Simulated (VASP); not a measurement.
# Sr (Fd-3m) in VASP: further runs, part 2 of 2

VASP 6.6.1. The steps go on from the part before.

## 4. Relaxation of cell and atoms, LDA

This run uses another cell than the first one, of 76.03 Å³/atom, 0.779 times its volume.

Input file INCAR:

```
SYSTEM = Sr
PREC = Accurate
ENCUT = 600
EDIFF = 1E-6
ISMEAR = -1
SIGMA = 0.1
LREAL = .FALSE.
LASPH = .TRUE.
NELM = 100
ALGO = Normal
ISIF = 3
LWAVE = .FALSE.
LCHARG = .FALSE.
IBRION = 2
NSW = 80
EDIFFG = -0.01
```

Input file KPOINTS:

```
Automatic mesh
0
G
  7 7 7
  0 0 0
```

Input file POSCAR:

```
Sr
1.0
    0.0000000000      4.2364013364      4.2364013364
    4.2364013364      0.0000000000      4.2364013364
    4.2364013364      4.2364013364      0.0000000000
Sr
2
Direct
    0.1250000000      0.1250000000      0.1250000000
    0.8750000000      0.8750000000      0.8750000000
```

Potentials or basis: VASP PAW LDA potentials, release 64 (Sr_sv).

Started as:

```console
cat potpaw_LDA.64/Sr_sv/POTCAR > POTCAR
mpirun -np 1 vasp_std > vasp.out
```

OUTCAR:

```text
SYSTEM = Sr
   PREC = Accurate
   ENCUT = 600
   EDIFF = 1E-6
   ISMEAR = -1
   LREAL = .FALSE.
   LASPH = .TRUE.
   NELM = 100
   ISIF = 3
   IBRION = 2
   NSW = 80
   EDIFFG = -0.01

 ion  position               nearest neighbor table
   1  0.125  0.125  0.125-   2 3.67   2 3.67   2 3.67   2 3.67
   2  0.875  0.875  0.875-   1 3.67   1 3.67   1 3.67   1 3.67

  LATTYP: Found a face centered cubic cell.
 ALAT       =     8.4728026728

  Lattice vectors:

 A1 = (   0.0000000000,   4.2364013364,   4.2364013364)
 A2 = (   4.2364013364,   0.0000000000,   4.2364013364)
 A3 = (   4.2364013364,   4.2364013364,   0.0000000000)

Analysis of symmetry for initial positions (statically):
=====================================================================
 Subroutine PRICEL returns:
 Original cell was already a primitive cell.

 Routine SETGRP: Setting up the symmetry group for a
 face centered cubic supercell.

 Subroutine GETGRP returns: Found 48 space group operations
 (whereof 12 operations were pure point group operations)
 out of a pool of 48 trial point group operations.

The static configuration has the point symmetry D_3d.
 The point group associated with its full space group is O_h .

Analysis of symmetry for dynamics (positions and initial velocities):
=====================================================================
 Subroutine PRICEL returns:
 Original cell was already a primitive cell.

 Routine SETGRP: Setting up the symmetry group for a
 face centered cubic supercell.

 Subroutine GETGRP returns: Found 48 space group operations
 (whereof 12 operations were pure point group operations)
 out of a pool of 48 trial point group operations.

The dynamic configuration has the point symmetry D_3d.
 The point group associated with its full space group is O_h .

 Subroutine INISYM returns: Found 48 space group operations
 (whereof 12 operations are pure point group operations),
 and found     1 'primitive' translations

----------------------------------------------------------------------------------------

                                     Primitive cell

  volume of cell :     152.0622

  direct lattice vectors                    reciprocal lattice vectors
     0.000000000  4.236401336  4.236401336    -0.118024701  0.118024701  0.118024701
     4.236401336  0.000000000  4.236401336     0.118024701 -0.118024701  0.118024701
     4.236401336  4.236401336  0.000000000     0.118024701  0.118024701 -0.118024701

  length of vectors
     5.991176226  5.991176226  5.991176226     0.204424778  0.204424778  0.204424778

  position of ions in fractional coordinates (direct lattice)
     0.125000000  0.125000000  0.125000000
     0.875000000  0.875000000  0.875000000

  ion indices of the primitive-cell ions
   primitive index   ion index
                 1           1
                 2           2

----------------------------------------------------------------------------------------

 KPOINTS: Automatic mesh

Automatic generation of k-mesh.
 Grid dimensions read from file:
 generate k-points for:    7    7    7

 Generating k-lattice:

  Cartesian coordinates                     Fractional coordinates (reciprocal lattice)
    -0.016860672  0.016860672  0.016860672     0.142857143  0.000000000  0.000000000
     0.016860672 -0.016860672  0.016860672     0.000000000  0.142857143  0.000000000
     0.016860672  0.016860672 -0.016860672     0.000000000  0.000000000  0.142857143

  Length of vectors
[... 42 lines left out ...]
   ISTART =      0    job   : 0-new  1-cont  2-samecut
   ICHARG =      2    charge: 1-file 2-atom 10-const
   ISPIN  =      1    spin polarized calculation?
   LNONCOLLINEAR =      F non collinear calculations
   LSORBIT =      F    spin-orbit coupling
   LASPH  =      T    aspherical Exc in radial PAW
   ENCUT  =  600.0 eV  44.10 Ry    6.64 a.u.  11.97 11.97 11.97*2*pi/ulx,y,z
   NELM   =    100;   NELMIN=  2; NELMDL= -5     # of ELM steps
   EDIFF  = 0.1E-05   stopping-criterion for ELM
   LREAL  =      F    real-space projection
   EDIFFG = -.1E-01   stopping-criterion for IOM
   NSW    =     80    number of steps for IOM
   IBRION =      2    ionic relax: 0-MD 1-quasi-New 2-CG
   NFREE  =      1    steps in history (QN), initial steepest desc. (CG)
   ISIF   =      3    stress and relaxation
   ISYM   =      2    0-nonsym 1-usesym 2-fastsym
   POTIM  = 0.5000    time-step for ionic-motion
   TEBEG  =    0.0;   TEEND  =   0.0 temperature during run
   PSTRESS=    0.0 pullay stress
   NELECT =      20.0000    total number of electrons
   NUPDOWN=      -1.0000    fix difference up-down
   EMIN   =  10.00;   EMAX   =-10.00  energy-range for DOS
   EFERMI =   0.00;   METHOD = LEGACY
   ISMEAR =    -1;   SIGMA  =   0.10  broadening in eV -4-tet -1-fermi 0-gaus
   EFERMI_NEDOS =   21; number of points for ismear=-14 and -15
   IALGO  =     38    algorithm
   IMIX   =      4    mixing-type and parameters
     AMIX     =   0.40;   BMIX     =  1.00
     AMIX_MAG =   1.60;   BMIX_MAG =  1.00
  volume/ion in A,a.u.               =      76.03       513.08
  Fermi-wavevector in a.u.,A,eV,Ry     =   0.832551  1.573294  9.430768  0.693142
  Thomas-Fermi vector in A             =   1.945626
   LORBIT       =      0    0 simple, 1 ext, 2 COOP (PROOUT), +10 PAW based schemes
   GGA     = CA    functional components
   LHFCALC =     F    Hartree Fock is set to
   AEXX    =    0.0000 exact exchange contribution
   IVDW    =     0    specifies the selected vdW correction
   LEPSILON=     F    determine dielectric tensor
   LRPA    =     F    only Hartree local field effects (RPA)
 conjugate gradient relaxation of ions
 non-spin polarized calculation
  energy-cutoff  :      600.00
  volume of cell :      152.06
 maximum number of plane-waves:      5099
   NGX = 23   NGY = 23   NGZ = 23

--------------------------------------- Ionic step        1  -------------------------------------------

 number of electron      20.0000000 magnetization

 Free energy of the ion-electron system (eV)
  ---------------------------------------------------
  ext. energy  EPLUGINS =         0.00000000
  ---------------------------------------------------
  free energy    TOTEN  =        -1.61712421 eV

  energy without entropy =       -1.47459263  energy(sigma->0) =       -1.54585842

------------------------ aborting loop because EDIFF is reached ----------------------------------------

  FORCE on cell =-STRESS in cart. coord.  units (eV):
  Direction    XX          YY          ZZ          XY          YZ          ZX
  --------------------------------------------------------------------------------------
  -------------------------------------------------------------------------------------
  Total        0.7456497      0.7456497      0.7456497     -0.0000000      0.0000000      0.0000000
  in kB        7.8564101      7.8564101      7.8564101     -0.0000000      0.0000000      0.0000000
  external PRESSURE =       7.8564101 kB  Pullay stress =       0.0000000 kB
[... 23 lines left out ...]
--------------------------------------- Ionic step        2  -------------------------------------------

 number of electron      20.0000000 magnetization

 E-fermi :   0.1311     XC(G=0):  -6.3017

 val. band max:        0.1178308787   @ k =  -0.2857   0.1429   0.0000
 cond. band min:       0.1372330556   @ k =  -0.4286   0.2857   0.0000
 fundamental gap:      0.0194021769
 Fermi energy:         0.1311241987

 k-point     1 :       0.0000    0.0000    0.0000
  band No.  band energies     occupation
      1     -36.9796      2.00000
      2     -36.9263      2.00000
      3     -19.1309      2.00000
      4     -19.1309      2.00000
      5     -19.1309      2.00000
      6     -18.9393      2.00000
      7     -18.9393      2.00000
      8     -18.9393      2.00000
      9      -2.8311      2.00000
     10       0.9319      0.00067
     11       0.9319      0.00067
     12       0.9406      0.00061
     13       0.9406      0.00061
     14       0.9406      0.00061
[... 392 lines left out ...]
--------------------------------------- Ionic step        4  -------------------------------------------

 number of electron      20.0000000 magnetization

 Free energy of the ion-electron system (eV)
  ---------------------------------------------------
  ext. energy  EPLUGINS =         0.00000000
  ---------------------------------------------------
  free energy    TOTEN  =        -1.71497328 eV

  energy without entropy =       -1.59176297  energy(sigma->0) =       -1.65336812

 E-fermi :  -0.2421     XC(G=0):  -5.7539

 val. band max:       -0.3050212828   @ k =  -0.2857   0.4286   0.1429
 cond. band min:      -0.2326236894   @ k =  -0.4286   0.4286   0.0000
 fundamental gap:      0.0723975934
 Fermi energy:        -0.2420967901

 k-point     1 :       0.0000    0.0000    0.0000
  band No.  band energies     occupation
      1     -37.5544      2.00000
      2     -37.5313      2.00000
      3     -19.6544      2.00000
      4     -19.6544      2.00000
      5     -19.6544      2.00000
      6     -19.5497      2.00000
      7     -19.5497      2.00000
      8     -19.5497      2.00000
      9      -3.0303      2.00000
     10       0.4536      0.00190
     11       0.4536      0.00190
     12       0.4536      0.00190
     13       0.5876      0.00050
     14       0.5876      0.00050
[... 350 lines left out ...]
  FREE ENERGIE OF THE ION-ELECTRON SYSTEM (eV)
  ---------------------------------------------------
  free  energy   TOTEN  =        -1.7149732822 eV

  energy  without entropy=       -1.5917629676  energy(sigma->0) =       -1.65336812

 reached required accuracy - stopping structural energy minimisation
```

OSZICAR:

```text
N       E                     dE             d eps       ncg     rms          rms(c)
DAV:   1     0.130565819146E+03    0.13057E+03   -0.95961E+03   560   0.127E+03
DAV:   2     0.985244234054E+01   -0.12071E+03   -0.11944E+03   684   0.271E+02
DAV:   3    -0.821077819807E+00   -0.10674E+02   -0.10601E+02   954   0.618E+01
DAV:   4    -0.160353117993E+01   -0.78245E+00   -0.78018E+00   886   0.127E+01
[... 36 lines left out ...]
DAV:   4    -0.170972640089E+01    0.42481E-02   -0.55463E-02  1096   0.923E-01    0.797E-01
DAV:   5    -0.171465971207E+01   -0.49333E-02   -0.42849E-02  1016   0.108E+00    0.299E-01
DAV:   6    -0.171496456915E+01   -0.30486E-03   -0.21100E-03   710   0.222E-01    0.442E-02
DAV:   7    -0.171497351677E+01   -0.89476E-05   -0.55061E-05   946   0.298E-02    0.130E-02
DAV:   8    -0.171497328215E+01    0.23461E-06   -0.18891E-06   550   0.960E-03
   4 F= -.17149733E+01 E0= -.16533681E+01  d E =-.978491E-01
```

Wall time 96 s (1 thread of Intel Xeon Platinum 8488C (Sapphire Rapids), shared host); peak memory 0.28 GiB.

Results:

```yaml
Free_energy: -1.7150 eV
Relaxed_volume: 97.76 Å³/atom
Relaxed_cell: a = 6.515 Å, b = 6.515 Å, c = 6.515 Å, α = 60.00°, β = 60.00°, γ = 60.00°
Space_group_after_relaxing_to_0.05_Å: Fd-3m (No. 227)
Energy_gained_by_relaxing: 48.9 meV/atom
Ionic_steps: 4
Pressure_after_relaxing: 0.0 GPa
Band_gap_on_the_k_mesh: none (metal or under the smearing width)
```

The path:
| step | energy change (eV) | largest force (eV/Å) | pressure (GPa) | volume (Å³) |
| --- | --- | --- | --- | --- |
| 1 | 0.0000 | 0.0000 | 0.79 | 152.06 |
| 2 | -0.0363 | 0.0000 | 0.61 | 160.42 |
| 3 | -0.0955 | 0.0000 | 0.12 | 187.30 |
| 4 | -0.0978 | 0.0000 | -0.01 | 195.52 |

Final structure:
```
Sr
1.0
     0.00000    4.60668    4.60668
     4.60668    0.00000    4.60668
     4.60668    4.60668    0.00000
Sr
2
Direct
  0.12500 0.12500 0.12500
  0.87500 0.87500 0.87500
```

Caveat: the volume moved by over 15 % at a fixed basis, so the end points are rough.

## 5. Single point, LDA, non-collinear spin, zero start, spin-orbit coupling

Input file INCAR:

```
SYSTEM = Sr
  PREC = Accurate
  ENCUT = 520
  EDIFF = 1E-6
  ISMEAR = -1
  SIGMA = 0.1
  LREAL = .False.
  LASPH = .True.
  NELM = 150
  ALGO = Normal
  ISIF = 2
  LWAVE = .False.
  LCHARG = .True.
  MAGMOM = 0 0 0 0 0 0
  LORBIT = 11
  LSORBIT = .True.
  GGA_COMPAT = .False.
  LORBMOM = .True.
  LVHAR = .True.
  NBANDS = 32
```

Input file KPOINTS:

```
regular mesh
0
Gamma
  6 6 6
  0 0 0
```

Input file POSCAR:

```
Sr
1.0
    0.0000000000      4.6045990693      4.6045990693
    4.6045990693      0.0000000000      4.6045990693
    4.6045990693      4.6045990693      0.0000000000
Sr
2
Direct
    0.1250000000      0.1250000000      0.1250000000
    0.8750000000      0.8750000000      0.8750000000
```

Potentials or basis: VASP PAW LDA potentials, release 64 (Sr_sv).

Started as:

```console
cat potpaw_LDA.64/Sr_sv/POTCAR > POTCAR
mpirun -np 1 vasp_ncl > vasp.out
```

OUTCAR:

```text
SYSTEM = Sr
   PREC = Accurate
   ENCUT = 520
   EDIFF = 1E-6
   ISMEAR = -1
   LREAL = .False.
   LASPH = .True.
   NELM = 150
   ISIF = 2
   LORBIT = 11
   LSORBIT = .True.

 ion  position               nearest neighbor table
   1  0.125  0.125  0.125-   2 3.99   2 3.99   2 3.99   2 3.99
   2  0.875  0.875  0.875-   1 3.99   1 3.99   1 3.99   1 3.99

  LATTYP: Found a face centered cubic cell.
 ALAT       =     9.2091981386

  Lattice vectors:

 A1 = (   0.0000000000,   4.6045990693,   4.6045990693)
 A2 = (   4.6045990693,   0.0000000000,   4.6045990693)
 A3 = (   4.6045990693,   4.6045990693,   0.0000000000)

Analysis of symmetry for initial positions (statically):
=====================================================================
 Subroutine PRICEL returns:
 Original cell was already a primitive cell.

 Routine SETGRP: Setting up the symmetry group for a
 face centered cubic supercell.

 Subroutine GETGRP returns: Found 48 space group operations
 (whereof 12 operations were pure point group operations)
 out of a pool of 48 trial point group operations.

The static configuration has the point symmetry D_3d.
 The point group associated with its full space group is O_h .

Analysis of symmetry for dynamics (positions and initial velocities):
=====================================================================
 Subroutine PRICEL returns:
 Original cell was already a primitive cell.

 Routine SETGRP: Setting up the symmetry group for a
 face centered cubic supercell.

 Subroutine GETGRP returns: Found 48 space group operations
 (whereof 12 operations were pure point group operations)
 out of a pool of 48 trial point group operations.

The dynamic configuration has the point symmetry D_3d.
 The point group associated with its full space group is O_h .

Analysis of structural, dynamic, and magnetic symmetry:
=====================================================================
 Subroutine PRICEL returns:
 Original cell was already a primitive cell.

 Routine SETGRP: Setting up the symmetry group for a
 face centered cubic supercell.

[... 761 lines left out ...]
  1        -0.000   0.000  -0.000
  2        -0.000   0.000  -0.000
 ----------------------------------------
           -0.000   0.000  -0.000

 orbital moment (z)

 # of ion     p       d       tot
 ----------------------------------------
  1         0.000  -0.000  -0.000
  2         0.000   0.000   0.000
 ----------------------------------------
            0.000  -0.000  -0.000

 Spin-Orbit-Coupling matrix elements

 Ion:    1  E_soc:     -0.1988676
 l=   1
     0.0000000    -0.0331265    -0.0331265
    -0.0331265     0.0000000    -0.0331265
    -0.0331265    -0.0331265     0.0000000
 l=   2
     0.0000000    -0.0000011     0.0000000    -0.0000011    -0.0000170
    -0.0000011     0.0000000    -0.0000127    -0.0000011    -0.0000042
     0.0000000    -0.0000127     0.0000000    -0.0000127     0.0000000
    -0.0000011    -0.0000011    -0.0000127     0.0000000    -0.0000042
    -0.0000170    -0.0000042     0.0000000    -0.0000042     0.0000000
 l=   3
     0.0000000     0.0000000     0.0000000     0.0000000     0.0000000     0.0000000     0.0000000
     0.0000000     0.0000000     0.0000000     0.0000000     0.0000000     0.0000000     0.0000000
     0.0000000     0.0000000     0.0000000     0.0000000     0.0000000     0.0000000     0.0000000
     0.0000000     0.0000000     0.0000000     0.0000000     0.0000000     0.0000000     0.0000000
     0.0000000     0.0000000     0.0000000     0.0000000     0.0000000     0.0000000     0.0000000
     0.0000000     0.0000000     0.0000000     0.0000000     0.0000000     0.0000000     0.0000000
     0.0000000     0.0000000     0.0000000     0.0000000     0.0000000     0.0000000     0.0000000

 Ion:    2  E_soc:     -0.1988676
 l=   1
     0.0000000    -0.0331265    -0.0331265
    -0.0331265     0.0000000    -0.0331265
    -0.0331265    -0.0331265     0.0000000
 l=   2
     0.0000000    -0.0000011     0.0000000    -0.0000011    -0.0000170
    -0.0000011     0.0000000    -0.0000127    -0.0000011    -0.0000042
     0.0000000    -0.0000127     0.0000000    -0.0000127     0.0000000
    -0.0000011    -0.0000011    -0.0000127     0.0000000    -0.0000042
    -0.0000170    -0.0000042     0.0000000    -0.0000042     0.0000000
 l=   3
     0.0000000     0.0000000     0.0000000     0.0000000     0.0000000     0.0000000     0.0000000
     0.0000000     0.0000000     0.0000000     0.0000000     0.0000000     0.0000000     0.0000000
     0.0000000     0.0000000     0.0000000     0.0000000     0.0000000     0.0000000     0.0000000
     0.0000000     0.0000000     0.0000000     0.0000000     0.0000000     0.0000000     0.0000000
     0.0000000     0.0000000     0.0000000     0.0000000     0.0000000     0.0000000     0.0000000
     0.0000000     0.0000000     0.0000000     0.0000000     0.0000000     0.0000000     0.0000000
     0.0000000     0.0000000     0.0000000     0.0000000     0.0000000     0.0000000     0.0000000

 total charge

# of ion       s       p       d       tot
------------------------------------------
    1        2.104   5.700   0.082   7.886
    2        2.104   5.700   0.082   7.886
--------------------------------------------------
tot          4.207  11.400   0.164  15.771

 magnetization (x)

# of ion       s       p       d       tot
------------------------------------------
    1       -0.000   0.000   0.000  -0.000
    2       -0.000   0.000   0.000  -0.000
--------------------------------------------------
tot         -0.000   0.000   0.000  -0.000

 magnetization (y)

# of ion       s       p       d       tot
------------------------------------------
    1        0.000   0.000   0.000   0.000
    2        0.000   0.000   0.000   0.000
--------------------------------------------------
tot          0.000   0.000   0.000   0.000

 magnetization (z)

# of ion       s       p       d       tot
------------------------------------------
    1        0.000   0.000  -0.000   0.000
    2        0.000   0.000  -0.000  -0.000
--------------------------------------------------
tot          0.000   0.000  -0.000   0.000
```

It took 2.4 min on 1 thread of Intel Xeon Platinum 8488C (Sapphire Rapids), shared host; peak memory 0.59 GiB.

Results:

```
Free energy                                           : -1.9129 eV
Pressure                                              : 0.0 GPa
Net moment                                            : 0.00 μB per cell
Valence electrons inside the program's atomic spheres : Sr 7.89
```

Moments on the atoms (μB; x, y, z):
```
Sr  0.00 0.00 0.00
Sr  0.00 0.00 0.00
```

## 6. Overview

| task | spin | cell | k mesh | cutoff (eV) | gap on the mesh (eV) | pressure (GPa) |
| --- | --- | --- | --- | --- | --- | --- |
| single point | off | Fd-3m, 97.63 Å³/atom | 10 × 10 × 10 | 520 | none | 0.0 |
| single point | off | Fd-3m, 97.63 Å³/atom | 7 × 7 × 7 | 520 | none | 0.0 |
| relaxation of cell and atoms | off | relaxed | 7 × 7 × 7 | 600 | none | 0.0 |
| single point | non-collinear, zero start, SOC | Fd-3m, 97.63 Å³/atom | 6 × 6 × 6 | 520 | - | 0.0 |

Alike in all rows: level LDA; potentials or basis VASP PAW LDA potentials, release 64 (Sr_sv); smearing fermi-dirac 0.1 eV.

Caveats: the volume moved by over 15 % at a fixed basis, so the end points are rough (some runs).

Total energies depend on the potentials used, so only differences within one code and one set of settings carry meaning.
